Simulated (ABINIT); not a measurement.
# BP (F-43m) in ABINIT: a series of runs

Runs on BP. Level: PBE. Tasks: relaxation of cell and atoms, single point.

All numbers are computed with ABINIT 10.8.3 (patched build); they aren't measurements. Logs are shortened: lines on timing, memory, paths and dates and some standing lists are left out, and cuts for length are marked. The log counts tension as positive stress, the text compression.

## 1. Starting point

It takes space group F-43m (No. 216, cubic). The conventional cell has a = 4.538 Å, b = 4.538 Å, c = 4.538 Å, α = 90.00°, β = 90.00°, γ = 90.00°. Around P (site symmetry -43m) lie 4 B at 1.97 Å. B (site symmetry -43m) is surrounded by 4 P at 1.97 Å.

## 2. Relaxation of cell and atoms, PBE

run.abi reads:

```
# Pseudopotentials
pp_dirpath "./"
pseudos "P.upf, B.upf"

# Structure
acell 3*1.0
rprim
     0.0000000000     4.2877885768     4.2877885768
     4.2877885768     0.0000000000     4.2877885768
     4.2877885768     4.2877885768     0.0000000000
ntypat 2
znucl 15 5
natom 2
typat 1 2
chkprim 0
chksymtnons 0
tolsym 1.0e-6
xred
            3/4            3/4            3/4
            0.0            0.0            0.0

# Plane-wave basis
ecut 1034.032677 eV
ecutsm 0.5

# k points
kptopt 1
ngkpt 8 8 8
nshiftk 1
shiftk 0.0 0.0 0.0

# Exchange and correlation
ixc 11

# Bands and occupations
nband 8
occopt 3
tsmear 0.00183747

# SCF cycle
nstep 80
tolvrs 1.0e-12

# Output
iomode 3
prteig 0
prtebands 0
prtwf 0
prtden 0

# Relaxation
ionmov 2
optcell 2
ntime 50
tolmxf 2.0e-5
dilatmx 1.08
```

Potentials or basis: PseudoDojo NC SR PBE v0.4.1 standard.

Launch:

```bash
abinit run.abi > log 2>&1
```

run.abo:

```text
.Version 10.8.3 of ABINIT
 Symmetries : space group F-4 3 m (#216); Bravais cF (face-center cubic)
================================================================================
 Values of the parameters that define the memory need of the present run
     intxc =       0    ionmov =       2      iscf =       7    lmnmax =       6
     lnmax =       6     mgfft =      40  mpssoang =       3    mqgrid =    3001
     natom =       2  nloc_mem =       1    nspden =       1   nspinor =       1
    nsppol =       1      nsym =      24    n1xccc =    2501    ntypat =       2
    occopt =       3   xclevel =       2
       mpw =        2245          nfft =       64000          nkpt =          29
================================================================================
================================================================================

--------------------------------------------------------------------------------
------------- Echo of variables that govern the present computation ------------
--------------------------------------------------------------------------------
 -outvars: echo values of preprocessed input variables --------
            acell      1.0000000000E+00  1.0000000000E+00  1.0000000000E+00 Bohr
              amu      3.09737620E+01  1.08110000E+01
          chkprim           0
      chksymtnons           0
          dilatmx      1.08000000E+00
             ecut      3.80000000E+01 Hartree
           ecutsm      5.00000000E-01 Hartree
           ionmov           2
              ixc          11
         kptrlatt        8    0    0      0    8    0      0    0    8
          kptrlen      4.85107901E+01
            natom           2
            nband           8
            ngfft          40      40      40
             nkpt          29
            nstep          80
             nsym          24
            ntime          50
           ntypat           2
           occopt           3
          optcell           2
           prtden           0
        prtebands           0
           prteig           0
            prtwf           0
            rprim      0.0000000000E+00  4.2877885768E+00  4.2877885768E+00
                       4.2877885768E+00  0.0000000000E+00  4.2877885768E+00
                       4.2877885768E+00  4.2877885768E+00  0.0000000000E+00
          spgroup         216
           tolmxf      2.00000000E-05
           tolsym      1.00000000E-06
           tolvrs      1.00000000E-12
           tsmear      1.83747000E-03 Hartree
            typat      1  2
           xangst      3.4034999977E+00  3.4034999977E+00  3.4034999977E+00
                       0.0000000000E+00  0.0000000000E+00  0.0000000000E+00
            xcart      6.4316828652E+00  6.4316828652E+00  6.4316828652E+00
                       0.0000000000E+00  0.0000000000E+00  0.0000000000E+00
             xred      7.5000000000E-01  7.5000000000E-01  7.5000000000E-01
                       0.0000000000E+00  0.0000000000E+00  0.0000000000E+00
[... 339 lines left out ...]
 Total energy (etotal) [Ha]= -9.89678593044853E+00

 Difference of energy with previous step (new-old):
           Absolute (Ha)=-4.36101E-06
           Relative     =-4.40649E-07

 At Broyd/MD step   3, gradients are converged :
  max grad (force/stress) = 9.3246E-06 < tolmxf= 2.0000E-05 ha/bohr (free atoms)

================================================================================

 ----iterations are completed or convergence reached----

 Mean square residual over all n,k,spin=   26.697E-13; max=  51.003E-11
 reduced coordinates (array xred) for    2 atoms
       0.750000000000      0.750000000000      0.750000000000
       0.000000000000      0.000000000000     -0.000000000000
 rms dE/dt=  7.4375E-31; max dE/dt=  1.0518E-30; dE/dt below (all hartree)
    1       0.000000000000      0.000000000000      0.000000000000
    2      -0.000000000000     -0.000000000000      0.000000000000

 cartesian coordinates (angstrom) at end:
    1      3.41065487689334     3.41065487689334     3.41065487689334
    2     -0.00000000000000    -0.00000000000000     0.00000000000000

 cartesian forces (hartree/bohr) at end:
    1      0.00000000000000     0.00000000000000    -0.00000000000000
    2     -0.00000000000000    -0.00000000000000     0.00000000000000
 frms,max,avg= 1.1718432E-31 1.8359255E-31   0.000E+00  0.000E+00  0.000E+00 h/b

 cartesian forces (eV/Angstrom) at end:
    1      0.00000000000000     0.00000000000000    -0.00000000000000
    2     -0.00000000000000    -0.00000000000000     0.00000000000000
 frms,max,avg= 6.0258601E-30 9.4407084E-30   0.000E+00  0.000E+00  0.000E+00 e/A
 length scales=  6.076596254675  6.076596254675  6.076596254675 bohr
              =  3.215596255651  3.215596255651  3.215596255651 angstroms
 Fermi (or HOMO) energy (hartree) =   0.28724   Average Vxc (hartree)=  -0.39857
 Eigenvalues (hartree) for nkpt=  29  k points:
 kpt#   1, nband=  8, wtk=  0.00195, kpt=  0.0000  0.0000  0.0000 (reduced coord)
  -0.30173    0.26431    0.26431    0.26431    0.38917    0.38917    0.38917    0.53122
      occupation numbers for kpt#   1
   2.00000    1.99999    1.99999    1.99999    0.00000    0.00000    0.00000    0.00000
 prteigrs : prtvol=0 or 1, do not print more k-points.

--- !EnergyTerms
iteration_state     : {dtset: 1, itime: 3, icycle: 1, }
comment             : Components of total free energy in Hartree
kinetic             :  4.63192390092012E+00
hartree             :  6.33741319193056E-01
xc                  : -3.31817002867421E+00
Ewald energy        : -1.04696104280918E+01
psp_core            :  5.77213398105496E-01
local_psp           : -2.98227915042688E+00
non_local_psp       :  1.03039506081647E+00
internal            : -9.89678592815780E+00
'-kT*entropy'       : -2.29073085416821E-09
total_energy        : -9.89678593044853E+00
total_energy_eV     : -2.69305264547225E+02
band_energy         :  2.13275721979513E-01
...

 Cartesian components of stress tensor (hartree/bohr^3)
  sigma(1 1)= -9.32463610E-08  sigma(3 2)=  0.00000000E+00
  sigma(2 2)= -9.32463610E-08  sigma(3 1)=  0.00000000E+00
  sigma(3 3)= -9.32463610E-08  sigma(2 1)=  0.00000000E+00

-Cartesian components of stress tensor (GPa)         [Pressure=  2.7434E-03 GPa]
- sigma(1 1)= -2.74340266E-03  sigma(3 2)=  0.00000000E+00
- sigma(2 2)= -2.74340266E-03  sigma(3 1)=  0.00000000E+00
- sigma(3 3)= -2.74340266E-03  sigma(2 1)=  0.00000000E+00

== END DATASET(S) ==============================================================
================================================================================

 -outvars: echo values of variables after computation  --------
            acell      6.0765962547E+00  6.0765962547E+00  6.0765962547E+00 Bohr
           etotal     -9.8967859304E+00
            fcart      6.1197516078E-32  6.1197516078E-32 -1.8359254823E-31
                      -6.1197516078E-32 -6.1197516078E-32  1.8359254823E-31
            rprim      0.0000000000E+00  7.0710678119E-01  7.0710678119E-01
                       7.0710678119E-01  0.0000000000E+00  7.0710678119E-01
                       7.0710678119E-01  7.0710678119E-01  0.0000000000E+00
           strten     -9.3246360966E-08 -9.3246360966E-08 -9.3246360966E-08
                       0.0000000000E+00  0.0000000000E+00  0.0000000000E+00
           xangst      3.4106548769E+00  3.4106548769E+00  3.4106548769E+00
                      -4.8780947155E-31 -4.8780947155E-31  1.4634284146E-30
             xred      7.5000000000E-01  7.5000000000E-01  7.5000000000E-01
                       3.2180661797E-31  3.2180661797E-31 -5.3634436328E-31
 Calculation completed.
```

Run time: 49 s. Hardware: 1 thread of Intel Xeon at 2.70GHz, shared host; peak memory 0.08 GiB.

What came out:

```
Free energy                            : -269.3053 eV
Relaxed volume                         : 11.76 Å³/atom
Relaxed cell                           : a = 3.216 Å, b = 3.216 Å, c = 3.216 Å, α = 60.00°, β = 60.00°, γ = 60.00°
Space group after relaxing (to 0.05 Å) : F-43m (No. 216)
Energy gained by relaxing              : 0.2 meV/atom
Ionic steps                            : 3
Pressure after relaxing                : 0.0 GPa
Band gap on the k mesh                 : 1.29 eV, indirect (least direct gap 3.40 eV)
```

Step by step:
| step | energy change (eV) | largest force (eV/Å) | pressure (GPa) | volume (Å³) |
| --- | --- | --- | --- | --- |
| 1 | 0.0000 | 0.0000 | 1.03 | 23.36 |
| 2 | -0.0004 | 0.0000 | 0.51 | 23.44 |
| 3 | -0.0005 | 0.0000 | 0.00 | 23.51 |

Final structure:
```
P B
1.0
     0.00000    2.27377    2.27377
     2.27377    0.00000    2.27377
     2.27377    2.27377    0.00000
P B
1 1
Direct
  0.75000 0.75000 0.75000
  0.00000 0.00000 0.00000
```

## 3. Single point, PBE (cell relaxed)

run.abi reads:

```
# Pseudopotentials
pp_dirpath "./"
pseudos "P.upf, B.upf"

# Structure
acell 3.2155962586 3.2155962586 3.2155962586 Angstrom
rprim
     0.0000000000     0.7071067812     0.7071067812
     0.7071067812     0.0000000000     0.7071067812
     0.7071067812     0.7071067812     0.0000000000
ntypat 2
znucl 15 5
natom 2
typat 1 2
xred
     0.7500000000     0.7500000000     0.7500000000
     0.0000000000     0.0000000000     0.0000000000
chkprim 0
chksymtnons 0
tolsym 1.0e-6

# Plane-wave basis
ecut 1034.032677 eV

# k points
kptopt 1
ngkpt 8 8 8
nshiftk 1
shiftk 0.0 0.0 0.0

# Exchange and correlation
ixc 11

# Bands and occupations
nband 8
occopt 3
tsmear 0.00183747

# SCF cycle
nstep 100
tolvrs 1.0e-10

# Output
iomode 3
prtwf 0
prteig 0
prtebands 0
prtden 1
prtvha 1
prtvclmb 1
prtpot 1
prtelf 1
```

Potentials or basis: PseudoDojo NC SR PBE v0.4.1 standard.

Launch:

```bash
abinit run.abi > log 2>&1
```

It took 17 s on 1 thread of Intel Xeon at 2.70GHz, shared host; peak memory 0.07 GiB.

The run converged. Its results:

```yaml
Free_energy: -269.3053 eV
Pressure: 0.0 GPa
Band_gap_on_the_k_mesh: 1.29 eV, indirect (least direct gap 3.40 eV)
Valence_electrons_inside_the_program's_atomic_spheres: P 2.93; B 2.71
```

Levels at points of the mesh, in eV from the valence-band top:
```
           k point  band 1  band 2  band 3  band 4  band 5  band 6  band 7  band 8
(0.00, 0.00, 0.00)  -15.40    0.00    0.00    0.00    3.40    3.40    3.40    7.26
(0.50, 0.00, 0.00)  -12.10   -8.98   -1.75   -1.75    3.74    4.71    4.71   10.11
(0.50, 0.50, 0.00)  -10.58   -8.55   -4.09   -4.09    1.36    1.67   12.01   12.01
```

## 4. Single point, PBE

run.abi, as its differences from that of step 3:

```diff
@@ -5,3 +5,3 @@
 # Structure
-acell 3.2155962586 3.2155962586 3.2155962586 Angstrom
+acell 6.0638487579 6.0638487579 6.0638487579
 rprim
@@ -14,11 +14,8 @@
 typat 1 2
-xred
-     0.7500000000     0.7500000000     0.7500000000
+xcart
+     6.4316828652     6.4316828652     6.4316828652
      0.0000000000     0.0000000000     0.0000000000
-chkprim 0
-chksymtnons 0
-tolsym 1.0e-6
 
 # Plane-wave basis
-ecut 1034.032677 eV
+ecut 34.0
 
@@ -45,8 +42,5 @@
 prtwf 0
+prtden 0
 prteig 0
 prtebands 0
-prtden 1
-prtvha 1
-prtvclmb 1
-prtpot 1
-prtelf 1
+enunit 2
```

Launch:

```bash
abinit run.abi > log 2>&1
```

Run time: 9.2 s. Hardware: 1 thread of Arm Neoverse V1, shared host; peak memory 0.06 GiB.

Results (log left out):

```
Free energy                                           : -269.3032 eV
Pressure                                              : 0.9 GPa
Band gap on the k mesh                                : 1.28 eV, indirect (least direct gap 3.41 eV)
Valence electrons inside the program's atomic spheres : P 2.92; B 2.71
```

Levels at points of the mesh, in eV from the valence-band top:
| k point | band 1 | band 2 | band 3 | band 4 | band 5 | band 6 | band 7 | band 8 |
| --- | --- | --- | --- | --- | --- | --- | --- | --- |
| (0.00, 0.00, 0.00) | -15.46 | 0.00 | 0.00 | 0.00 | 3.41 | 3.41 | 3.41 | 7.36 |
| (0.50, 0.00, 0.00) | -12.14 | -9.03 | -1.76 | -1.76 | 3.78 | 4.72 | 4.72 | 10.13 |
| (0.50, 0.50, 0.00) | -10.61 | -8.58 | -4.11 | -4.11 | 1.35 | 1.67 | 12.07 | 12.07 |

A k mesh can miss the band edges. As with any semilocal functional, this PBE gap is likely too small.

## 5. The runs side by side

```csv
task,cell,cutoff (eV),cell freedom (optcell),optimiser (ionmov),cutoff smearing ecutsm (Ha),force stop (Ha/bohr),gap on the mesh (eV),pressure (GPa)
relaxation of cell and atoms,relaxed,1034,2,2,0.5,2e-05,1.29,0.0
single point,cell relaxed,1034,-,-,-,-,1.29,0.0
single point,as given,925,-,-,-,-,1.28,0.9
```

Alike in all rows: level PBE; potentials or basis PseudoDojo NC SR PBE v0.4.1 standard; no spin polarisation; k mesh 8 × 8 × 8; smearing fermi-dirac 0.05 eV.

Absolute energies hang on the potentials; compare differences alone.
